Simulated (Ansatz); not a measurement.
This is a single-point calculation with the plane-wave code Ansatz on Mg₂Si (antifluorite); the level of theory is r2SCAN. The cell was relaxed with r2SCAN and then strained (uniaxial +2.0 % along z, other directions held), with the atoms relaxed again with r2SCAN; k points keep the names of the unstrained zone.

Input file:
```yaml
crystal:
  lattice:
    - [0.0, 3.1689631855, 3.2323424492]
    - [3.1689631855, 0.0, 3.2323424492]
    - [3.1689631855, 3.1689631855, 0.0]
  atoms:
    - { symbol: Si, position: [0.0, 0.0, 0.0] }
    - { symbol: Mg, position: [0.25, 0.25, 0.25] }
    - { symbol: Mg, position: [0.75, 0.75, 0.75] }
kpoints:
  mp_grid: { grid: [8, 8, 8] }
  band_path:
    path:
      - [0.0, 0.0, 0.0]
      - [0.5, 0.0, 0.5]
      - [0.625, 0.25, 0.625]
      - [0.375, 0.375, 0.75]
      - [0.5, 0.5, 0.5]
      - [0.5, 0.25, 0.75]
      - [0.0, 0.5, 0.5]
    npoints: 1
hamiltonian:
  xc: r2scan
scf:
  occupations: { method: fixed }
  n_extra_bands: 4
output:
  forces: true
  stress: true
  eigenvalues: true
```

Command: `ansatz run input.yaml --threads 2 --pin off --max-ram 29491MiB --backend cpu --events-out ev --progress --plain --runs-dir out`.

Q: It took 3.4 s on 2 threads of AMD EPYC 7R13 Processor (Zen 3), on a shared host, load about 0.7 per core. What peak of host memory did it reach?

A: About 0.71 GiB.

Q: Predict the output.

A: Output, abridged:
```
Functional definition: r2SCAN
Crystal: 3 atoms, lattice volume = 64.920 Å³
Basis set: ecut = 500 eV, 1655 PW (Γ)
Bands: 16, of which v1, the nominal top of the filled ones, is band 12 counted from 1 (11 counted from 0)
Symmetry: 16 space group operations
Space group: I4/mmm (ITA 139)
k-points: 59 of 512
SCF iter   1: HF=-4492.457151 eV  Δρ=6.73e-3  dr2=2.24e-2
preconditioner: auto → none  [insulator: Δε(μ)=0.280 eV  ℏωp=13.0 eV]
SCF iter   2: HF=-4492.478056 eV  Δρ=2.03e-3  dr2=1.72e-3
SCF iter   3: HF=-4492.478179 eV  Δρ=7.03e-4  dr2=2.39e-4
SCF iter   4: HF=-4492.478259 eV  Δρ=1.02e-4  dr2=6.22e-6
SCF iter   5: HF=-4492.478262 eV  Δρ=7.56e-6  dr2=1.99e-8
SCF iter   6: HF=-4492.478263 eV  Δρ=1.03e-6  dr2=1.30e-9
SCF 1 converged in 6 iterations: F = -4492.478263 eV  dr2 = 1.30e-9
NSCF: frozen V_eff on 7 k-points
Free energy (F): -4492.478263 eV
Fermi energy:    5.729107 eV
--- Stress (GPa, compression-positive) ---
       -0.423297       0.000000       0.000000
        0.000000      -0.423297       0.000000
        0.000000       0.000000      -2.460796
  P = ⅓ Tr σ = -1.1025 GPa (-11.025 kbar)
```
The trailing digits, and the zero of the energies, depend on the potentials and thresholds.

bands.tsv, columns around the gap (it counts bands from 0):
```tsv
# k_distance	band_7	band_8	band_9	band_10	band_11	band_12	band_13	band_14	band_15
# fermi_ev = 5.729107
# [0, 0, 0] at k_distance = 0.000000
# [0.5, 0, 0.5] at k_distance = 0.991363
# [0.625, 0.25, 0.625] at k_distance = 1.338443
# [0.375, 0.375, 0.75] at k_distance = 1.943559
# [0.5, 0.5, 0.5] at k_distance = 2.542733
# [0.5, 0.25, 0.75] at k_distance = 3.236894
# [0, 0.5, 0.5] at k_distance = 4.345271
# levels_relative_to = fermi_ev
0.000	-43.996	-9.487	-0.093	0.000	0.000	2.340	2.753	2.753	2.862
0.991	-43.995	-7.429	-4.480	-2.103	-2.052	0.406	0.641	8.268	8.691
1.338	-43.996	-7.462	-4.048	-3.534	-1.747	0.920	3.219	6.174	6.374
1.944	-43.993	-7.489	-4.196	-3.491	-1.630	1.068	3.435	6.289	6.488
2.543	-44.002	-8.020	-4.874	-0.834	-0.692	1.623	2.744	2.848	5.562
3.237	-43.994	-7.407	-3.770	-3.614	-2.718	2.982	3.878	4.080	4.371
4.345	-43.995	-7.429	-4.480	-2.103	-2.052	0.406	0.641	8.268	8.691
```
In order the rows are Γ, X, U, K, L, W, X.

With r2SCAN the valence top lies at Γ and the conduction bottom at X, 0.41 eV higher; the smallest vertical gap, at L, is 2.31 eV. Edges are sought over the mesh and the listed points. With the atoms held, the mean pressure is -1.10 GPa (compression positive).

No spin polarisation and no zero-point or thermal motion.
